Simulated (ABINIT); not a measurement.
# Ge (I4_1/amd) in ABINIT: notebook

Runs on Ge. Level: LDA. Tasks: optical spectrum.

Everything below comes from runs of ABINIT 10.8.3 (patched build). Logs are shortened: lines on timing, memory, paths and dates and some standing lists are left out, and cuts for length are marked. The log counts tension as positive stress, the text compression.

### 1 Starting point

Symmetry: I4_1/amd, No. 141, tetragonal system. The conventional cell has a = 5.149 Å, b = 5.149 Å, c = 2.795 Å, α = 90.00°, β = 90.00°, γ = 90.00°. Ge (site symmetry -4m2) has 6 Ge at 2.67 to 2.79 Å as nearest neighbours.

This isn't the form of Ge at room conditions, which is diamond.

### 2 Optical spectrum, LDA

run.abi

```
ndtset 3

pp_dirpath "./"
pseudos "Ge.upf"

acell 3.8998406021 3.8998406021 3.8998406021 Angstrom
rprim
    -0.6601525502     0.6601525502     0.3583255794
     0.6601525502    -0.6601525502     0.3583255794
     0.6601525502     0.6601525502    -0.3583255794
ntypat 1
znucl 32
natom 2
typat 1 1
xred
            1/2            1/2            0.0
            1/4            3/4            1/2

ecut 35.0

ngkpt 12 12 12
nshiftk 1
shiftk 0.0 0.0 0.0
istwfk *1

ixc 7

occopt 3
tsmear 0.05 eV

nstep 80

iomode 3
prteig 0
prtebands 0

nband1 18
tolvrs1 1.0e-12
prtden1 1
prtwf1 0
kptopt1 1

iscf2 -3
getden2 1
nband2 26
nbdbuf2 4
tolwfr2 1.0e-12
nstep2 120
prtden2 0
kptopt2 1

optdriver3 8
wfk_task3 "wfk_optics_fullbz"
getwfk3 2
nband3 22
kptopt3 1
prtevk3 1
inclvkb3 2
```

optic.abi

```
&FILES
 ddkfile_1 = 'runo_DS3_1_EVK.nc',
 ddkfile_2 = 'runo_DS3_2_EVK.nc',
 ddkfile_3 = 'runo_DS3_3_EVK.nc',
 wfkfile = 'runo_DS3_WFK.nc'
/
&PARAMETERS
 broadening = 0.007350,
 domega = 0.002,
 maxomega = 0.8,
 scissor = 0.000000,
 tolerance = 0.002
/
&COMPUTATIONS
 num_lin_comp = 2,
 lin_comp = 11,33,
 num_nonlin_comp = 0
/
```

Potentials or basis: PseudoDojo NC SR LDA v0.4.1 standard.

The run is started by

```sh
> abinit run.abi > log 2>&1
> optic optic.abi > optic.log 2>&1
```

run.abo:

```text
.Version 10.8.3 of ABINIT
 DATASET    1 : space group I4_1/a m d (#141); Bravais tI (body-center tetrag.)
================================================================================
 Values of the parameters that define the memory need for DATASET  1.
     intxc =       0    ionmov =       0      iscf =       7    lmnmax =       6
     lnmax =       6     mgfft =      40  mpssoang =       3    mqgrid =    3001
     natom =       2  nloc_mem =       1    nspden =       1   nspinor =       1
    nsppol =       1      nsym =      16    n1xccc =    2501    ntypat =       1
    occopt =       3   xclevel =       1
       mpw =        2504          nfft =       64000          nkpt =         163
================================================================================
================================================================================
[... 13 lines left out ...]
 DATASET    3 : space group I4_1/a m d (#141); Bravais tI (body-center tetrag.)
================================================================================
 Values of the parameters that define the memory need for DATASET  3.
     intxc =       0    ionmov =       0      iscf =       7    lmnmax =       6
     lnmax =       6     mgfft =      40  mpssoang =       3    mqgrid =    3001
     natom =       2  nloc_mem =       1    nspden =       1   nspinor =       1
    nsppol =       1      nsym =      16    n1xccc =    2501    ntypat =       1
    occopt =       3   xclevel =       1
       mpw =        2504          nfft =       64000          nkpt =         163
================================================================================
================================================================================

--------------------------------------------------------------------------------
------------- Echo of variables that govern the present computation ------------
--------------------------------------------------------------------------------
 -outvars: echo values of preprocessed input variables --------
            acell      7.3696306727E+00  7.3696306727E+00  7.3696306727E+00 Bohr
              amu      7.26100000E+01
             ecut      3.50000000E+01 Hartree
           getden1          0
           getden2          1
           getden3          0
           getwfk1          0
           getwfk2          0
           getwfk3          2
             iscf1          7
             iscf2         -3
             iscf3          7
                       outvar_i_n : Printing only first  50 k-points.
              ixc           7
           jdtset        1    2    3
                       outvar_i_n : Printing only first  50 k-points.
         kptrlatt       12    0    0      0   12    0      0    0   12
          kptrlen      6.33774523E+01
            natom           2
            nband1         18
            nband2         26
            nband3         22
           nbdbuf1          0
           nbdbuf2          4
           nbdbuf3          0
           ndtset           3
            ngfft          40      40      40
             nkpt         163
            nstep1         80
            nstep2        120
            nstep3         80
             nsym          16
           ntypat           1
                       prtocc : prtvol=0, do not print more k-points.
                       prtocc : prtvol=0, do not print more k-points.
                       prtocc : prtvol=0, do not print more k-points.
           occopt           3
        optdriver1          0
        optdriver2          0
        optdriver3          8
           prtden1          1
           prtden2          0
           prtden3          1
        prtebands           0
           prteig           0
           prtevk1          0
           prtevk2          0
           prtevk3          1
            prtwf1          0
            prtwf2          1
            prtwf3          1
            rprim     -6.6015255020E-01  6.6015255020E-01  3.5832557940E-01
                       6.6015255020E-01 -6.6015255020E-01  3.5832557940E-01
                       6.6015255020E-01  6.6015255020E-01 -3.5832557940E-01
          spgroup         141
           tolvrs1     1.00000000E-12
           tolvrs2     0.00000000E+00
           tolvrs3     0.00000000E+00
           tolwfr1     0.00000000E+00
           tolwfr2     1.00000000E-12
           tolwfr3     0.00000000E+00
           tsmear      1.83746611E-03 Hartree
            typat      1  1
         wfk_task1          0
         wfk_task2          0
         wfk_task3          7
                       outvars : Printing only first  50 k-points.
[... 214 lines left out ...]
  5.17E-13  2.36E-13  2.81E-13  1.92E-13  7.78E-13  2.73E-13  2.69E-13  5.57E-13
  3.01E-13  3.11E-13  2.86E-13  1.79E-13  4.91E-13  8.18E-13  3.84E-13  3.43E-13
  3.34E-13  4.51E-13  1.63E-13  4.61E-13  2.57E-13  4.72E-13  1.15E-13  9.40E-06
  4.87E-06  3.47E-13
 -7.1268E-01 -7.1097E-01 -7.0993E-01 -7.0978E-01 -7.0594E-01 -7.0594E-01
 -7.0572E-01 -7.0572E-01 -7.0355E-01 -7.0104E-01 -2.8925E-01  4.6092E-02
  1.1484E-01  1.1484E-01  3.2413E-01  4.7647E-01  4.7647E-01  4.9622E-01
  5.0317E-01  6.2534E-01  6.6142E-01  7.0374E-01  7.4306E-01  7.4310E-01
  7.4418E-01  7.5672E-01
 prteigrs : prtvol=0 or 1, do not print more k-points.

--- !ResultsGS
iteration_state: {dtset: 2, }
comment   : Summary of ground state results
lattice_vectors:
- [ -4.8650805,   4.8650805,   2.6407272, ]
- [  4.8650805,  -4.8650805,   2.6407272, ]
- [  4.8650805,   4.8650805,  -2.6407272, ]
lattice_lengths: [   7.36963,    7.36963,    7.36963, ]
lattice_angles: [ 97.377,  97.377, 138.005, ] # degrees, (23, 13, 12)
lattice_volume:   2.5001357E+02
convergence: {deltae:  0.000E+00, res2:  0.000E+00, residm:  9.997E-13, diffor:  0.000E+00, }
etotal    :  -1.78455639E+02
entropy   :   0.00000000E+00
fermie    :   1.99702473E-01
cartesian_stress_tensor: null
pressure_GPa: null
xred      :
- [  5.0000E-01,   5.0000E-01,   2.7215E-18, Ge]
- [  2.5000E-01,   7.5000E-01,   5.0000E-01, Ge]
cartesian_forces: null
force_length_stats: {min: null, max: null, mean: null, }
...

 Integrated electronic density in atomic spheres:
 ------------------------------------------------
 Atom  Sphere_radius  Integrated_density
    1        2.00000         11.50921030
    2        2.00000         11.50921030
================================================================================

 ----iterations are completed or convergence reached----

 Mean square residual over all n,k,spin=   49.026E-14; max=  99.969E-14
 reduced coordinates (array xred) for    2 atoms
       0.500000000000      0.500000000000      0.000000000000
       0.250000000000      0.750000000000      0.500000000000

 cartesian coordinates (angstrom) at end:
    1     -0.00000000000000     0.00000000000000     1.39741264331513
    2      2.57448971884982     0.00000000000000     0.69870632165756
 length scales=  7.369630672664  7.369630672664  7.369630672664 bohr
              =  3.899840602100  3.899840602100  3.899840602100 angstroms
 Eigenvalues (hartree) for nkpt= 163  k points:
 kpt#   1, nband= 26, wtk=  0.00058, kpt=  0.0000  0.0000  0.0000 (reduced coord)
  -0.71268   -0.71097   -0.70993   -0.70978   -0.70594   -0.70594   -0.70572   -0.70572
  -0.70355   -0.70104   -0.28925    0.04609    0.11484    0.11484    0.32413    0.47647
   0.47647    0.49622    0.50317    0.62534    0.66142    0.70374    0.74306    0.74310
   0.74418    0.75672
      occupation numbers for kpt#   1
   2.00000    2.00000    2.00000    2.00000    2.00000    2.00000    2.00000    2.00000
   2.00000    2.00000    2.00000    2.00000    2.00000    2.00000    0.00000    0.00000
   0.00000    0.00000    0.00000    0.00000    0.00000    0.00000    0.00000    0.00000
   0.00000    0.00000
 prteigrs : prtvol=0 or 1, do not print more k-points.

--- !EnergyTerms
iteration_state     : {dtset: 2, }
comment             : Components of total free energy in Hartree
kinetic             :  1.33854092466382E+02
hartree             :  4.50995321976189E+01
xc                  : -4.29249199533896E+01
Ewald energy        : -1.12041434476547E+02
psp_core            :  6.78578398484390E+00
local_psp           : -1.16633091849179E+02
non_local_psp       : -9.25953618425157E+01
internal            : -1.78455399472786E+02
'-kT*entropy'       : -2.39236185931163E-04
total_energy        : -1.78455638708972E+02
...

--- !EnergyTermsDC
iteration_state     : {dtset: 2, }
comment             : '"Double-counting" decomposition of free energy'
band_energy         : -1.41346753463860E+01
Ewald energy        : -1.12041434476547E+02
psp_core            :  6.78578398484390E+00
xc_dc               : -5.90650735430259E+01
internal            : -1.78455399381115E+02
'-kT*entropy'       : -2.39236185931163E-04
total_energy_dc     : -1.78455638617301E+02
...

================================================================================
== DATASET  3 ==================================================================

--- !DatasetInfo
iteration_state: {dtset: 3, }
dimensions: {natom: 2, nkpt: 163, mband: 22, nsppol: 1, nspinor: 1, nspden: 1, mpw: 2504, }
cutoff_energies: {ecut:  35.0, pawecutdg:  -1.0, }
electrons: {nelect:   2.80000000E+01, charge:   0.00000000E+00, occopt:   3.00000000E+00, tsmear:   1.83746611E-03, }
meta: {optdriver: 8, wfk_task: 7, }
...

 mkfilename : getwfk/=0, take file _WFK from output of DATASET   2.

 Exchange-correlation functional for the present dataset will be:
  LDA: Perdew-Wang 92 LSD fit to Ceperley-Alder data - ixc=7
  J.P.Perdew and Y.Wang, PRB 45, 13244 (1992)

--------------------------------------------------------------------------------

 Computation of velocity matrix elements (DDK)

 Parameters extracted from the Abinit header:
    ecut:     35.0
    nkpt:    1728
    mband:   26
    nsppol:  1
    nspinor: 1
    useylm:  0
    inclvkb: 2
    bmin: 1, bmax: 26
    Computing diagonal and off-diagonal matrix elements
    Between band index bmin: 1, bmax: 26

== END DATASET(S) ==============================================================
================================================================================

 -outvars: echo values of variables after computation  --------
            acell      7.3696306727E+00  7.3696306727E+00  7.3696306727E+00 Bohr
           etotal1    -1.7845563862E+02
           etotal2    -1.7845563862E+02
           etotal3     0.0000000000E+00
            fcart1    -8.7581154020E-47 -9.7288533011E-31  3.5847439795E-30
                       8.7581154020E-47  9.7288533011E-31 -3.5847439795E-30
            fcart3     0.0000000000E+00  0.0000000000E+00  0.0000000000E+00
                       0.0000000000E+00  0.0000000000E+00  0.0000000000E+00
            rprim     -6.6015255020E-01  6.6015255020E-01  3.5832557940E-01
                       6.6015255020E-01 -6.6015255020E-01  3.5832557940E-01
                       6.6015255020E-01  6.6015255020E-01 -3.5832557940E-01
           strten1     1.8463484386E-04  1.8463484386E-04  1.4465742734E-04
                       0.0000000000E+00  0.0000000000E+00  0.0000000000E+00
           strten3     0.0000000000E+00  0.0000000000E+00  0.0000000000E+00
                       0.0000000000E+00  0.0000000000E+00  0.0000000000E+00
           xangst     -8.5082413722E-17  9.9095588627E-17  1.3974126433E+00
                       2.5744897188E+00  9.2089001175E-17  6.9870632166E-01
             xred      5.0000000000E-01  5.0000000000E-01  2.7215441573E-18
                       2.5000000000E-01  7.5000000000E-01  5.0000000000E-01
 Calculation completed.
```

Wall time 7.1 min (1 thread of Arm Neoverse V2, shared host); peak memory 1.9 GiB.

What came out:

* Free energy: -4856.0253 eV
* Band gap on the k mesh: none (metal or under the smearing width)

Dielectric function (mean over the directions given):
| energy (eV) | real part | imaginary part |
| --- | --- | --- |
| 0.33 | 52.84 | 29.07 |
| 0.98 | 38.75 | 43.81 |
| 1.63 | -7.22 | 40.55 |
| 2.29 | -15.13 | 22.02 |
| 2.94 | -7.52 | 9.24 |
| 3.70 | -3.51 | 8.42 |
| 4.35 | -4.40 | 6.68 |
| 5.01 | -3.76 | 4.73 |
| 5.66 | -3.51 | 4.52 |
| 6.31 | -3.49 | 2.49 |
| 7.08 | -2.88 | 1.83 |
| 7.73 | -1.84 | 1.33 |
| 8.38 | -1.68 | 0.94 |
| 9.03 | -1.08 | 0.76 |
| 9.69 | -0.86 | 0.69 |
| 10.45 | -0.54 | 0.57 |
| 11.10 | -0.43 | 0.53 |
| 11.76 | -0.27 | 0.44 |
| 12.41 | -0.15 | 0.40 |
| 13.06 | -0.06 | 0.34 |
| 13.82 | 0.05 | 0.27 |
| 14.48 | 0.14 | 0.23 |
| 15.13 | 0.23 | 0.20 |
| 15.78 | 0.29 | 0.17 |
| 16.44 | 0.36 | 0.13 |
| 17.20 | 0.43 | 0.12 |
| 17.85 | 0.49 | 0.10 |
| 18.50 | 0.54 | 0.09 |
| 19.16 | 0.58 | 0.07 |
| 19.92 | 0.64 | 0.07 |

Caveat: the cutoff is too short for stress, so the log's stress isn't used; the intraband (Drude) term is left out; spectra need much finer meshes, so this one isn't converged; independent-particle spectra lack excitons.

### 3 Optical spectrum, LDA

run.abi

```
ndtset 3

pp_dirpath "./"
pseudos "Ge.hgh"

acell 3*1.0 Angstrom
rprim
    -2.5744897190     2.5744897190     1.3974126432
     2.5744897190    -2.5744897190     1.3974126432
     2.5744897190     2.5744897190    -1.3974126432
ntypat 1
znucl 32
natom 2
typat 1 1
xred
            1/2            1/2            0.0
            1/4            3/4            1/2

ecut 14.0

ngkpt 12 12 12
nshiftk 1
shiftk 0.0 0.0 0.0
istwfk *1

ixc 7

occopt 3
tsmear 0.05 eV

nstep 80

iomode 3
prteig 0
prtebands 0

nband1 8
tolvrs1 1.0e-12
prtden1 1
prtwf1 0
kptopt1 1

iscf2 -3
getden2 1
nband2 16
nbdbuf2 4
tolwfr2 1.0e-12
nstep2 120
prtden2 0
kptopt2 1

optdriver3 8
wfk_task3 "wfk_optics_fullbz"
getwfk3 2
nband3 12
kptopt3 1
prtevk3 1
inclvkb3 2
```

optic.abi: that of step 2 with these lines changed.

```diff
@@ -7,3 +7,3 @@
 &PARAMETERS
- broadening = 0.007350,
+ broadening = 0.001837,
  domega = 0.002,
```

Potentials or basis: HGH LDA.

The run is started by

```sh
> abinit run.abi > log 2>&1
> optic optic.abi > optic.log 2>&1
```

run.abo:

```text
.Version 10.8.3 of ABINIT
 DATASET    1 : space group I4_1/a m d (#141); Bravais tI (body-center tetrag.)
================================================================================
 Values of the parameters that define the memory need for DATASET  1.
     intxc =       0    ionmov =       0      iscf =       7    lmnmax =       6
     lnmax =       6     mgfft =      27  mpssoang =       3    mqgrid =    3001
     natom =       2  nloc_mem =       1    nspden =       1   nspinor =       1
    nsppol =       1      nsym =      16    n1xccc =       0    ntypat =       1
    occopt =       3   xclevel =       1
       mpw =         640          nfft =       19683          nkpt =         163
================================================================================
================================================================================
[... 13 lines left out ...]
 DATASET    3 : space group I4_1/a m d (#141); Bravais tI (body-center tetrag.)
================================================================================
 Values of the parameters that define the memory need for DATASET  3.
[... 413 lines left out ...]

 -outvars: echo values of variables after computation  --------
            acell      1.8897261259E+00  1.8897261259E+00  1.8897261259E+00 Bohr
           etotal1    -7.9740872251E+00
           etotal2    -7.9740872251E+00
           etotal3     0.0000000000E+00
            fcart1    -0.0000000000E+00 -0.0000000000E+00 -0.0000000000E+00
                      -0.0000000000E+00 -0.0000000000E+00 -0.0000000000E+00
            fcart3     0.0000000000E+00  0.0000000000E+00  0.0000000000E+00
                       0.0000000000E+00  0.0000000000E+00  0.0000000000E+00
            rprim     -2.5744897190E+00  2.5744897190E+00  1.3974126432E+00
                       2.5744897190E+00 -2.5744897190E+00  1.3974126432E+00
                       2.5744897190E+00  2.5744897190E+00 -1.3974126432E+00
           strten1     1.5156242081E-04  1.5156242081E-04  1.0287402912E-04
                       0.0000000000E+00  0.0000000000E+00  0.0000000000E+00
           strten3     0.0000000000E+00  0.0000000000E+00  0.0000000000E+00
                       0.0000000000E+00  0.0000000000E+00  0.0000000000E+00
           xangst     -4.4950674966E-18 -4.4950674966E-18  1.3974126432E+00
                       2.5744897190E+00  9.2089001166E-17  6.9870632160E-01
             xred      5.0000000000E-01  5.0000000000E-01 -1.7460032811E-18
                       2.5000000000E-01  7.5000000000E-01  5.0000000000E-01
 Calculation completed.
```

optic_0001_0001-linopt.out:

```text
#calculated the component:  1  1  of dielectric function
 #broadening:    0.000000E+00    1.837000E-03
 #scissors shift:    0.000000E+00
 #energy window:    3.742523E+01eV    1.375352E+00Ha
 # Energy(eV)         Im(eps(w))
    2.721139E-01    6.851681E+01
    8.163416E-01    4.264569E+01
    1.360569E+00    1.137506E+02
    1.904797E+00    2.511443E+01
    2.449025E+00    1.372534E+01
    2.993252E+00    4.253347E+00
[... 32 lines left out ...]
    2.095277E+01    1.069613E-01
    2.149700E+01    5.549456E-02
[... 169 lines left out ...]
    1.904797E+00    6.628501E-01
    2.449025E+00    7.816034E-01
    2.993252E+00    7.540015E-01
[... 32 lines left out ...]
    2.095277E+01    3.143421E-02
    2.149700E+01    2.399940E-02
 # Energy(eV)         absorption coeff (in 10^6 m-1) = omega Im(eps) / c n(eps)
    1.632683E-01    4.719199E+00
    7.074960E-01    2.385630E+01
    1.251724E+00    7.414840E+01
    1.795951E+00    9.842613E+01
    2.340179E+00    1.213313E+02
    2.884407E+00    9.976274E+01
[... 32 lines left out ...]
    2.084392E+01    1.329398E+01
    2.138815E+01    8.134292E+00
```

Wall time 45 s (1 thread of Arm Neoverse V2, shared host); peak memory 0.39 GiB.

What came out:

- Free energy: -216.9860 eV
- Pressure: -4.0 GPa
- Band gap on the k mesh: none (metal or under the smearing width)

Stress tensor (GPa, compression positive):
```
-4.46  0.00  0.00
 0.00 -4.46  0.00
 0.00  0.00 -3.03
```

Dielectric function (mean over the directions given):
| energy (eV) | real part | imaginary part |
| --- | --- | --- |
| 0.33 | 33.92 | 32.20 |
| 1.31 | 19.86 | 108.65 |
| 2.29 | -30.04 | 20.96 |
| 3.37 | -5.43 | 5.98 |
| 4.35 | -4.72 | 5.86 |
| 5.44 | -3.67 | 4.90 |
| 6.42 | -3.66 | 1.54 |
| 7.51 | -2.44 | 1.22 |
| 8.49 | -1.83 | 0.68 |
| 9.58 | -1.10 | 0.74 |
| 10.56 | -0.56 | 0.51 |
| 11.65 | -0.44 | 0.46 |
| 12.63 | -0.27 | 0.40 |
| 13.71 | -0.12 | 0.29 |
| 14.69 | 0.04 | 0.27 |
| 15.78 | 0.16 | 0.16 |
| 16.76 | 0.26 | 0.12 |
| 17.85 | 0.33 | 0.10 |
| 18.83 | 0.38 | 0.11 |
| 19.92 | 0.46 | 0.06 |

Caveat: the intraband (Drude) term is left out; spectra need much finer meshes, so this one isn't converged; independent-particle spectra lack excitons; HGH potentials are hard and often keep d shells in the core, so these values are rough.
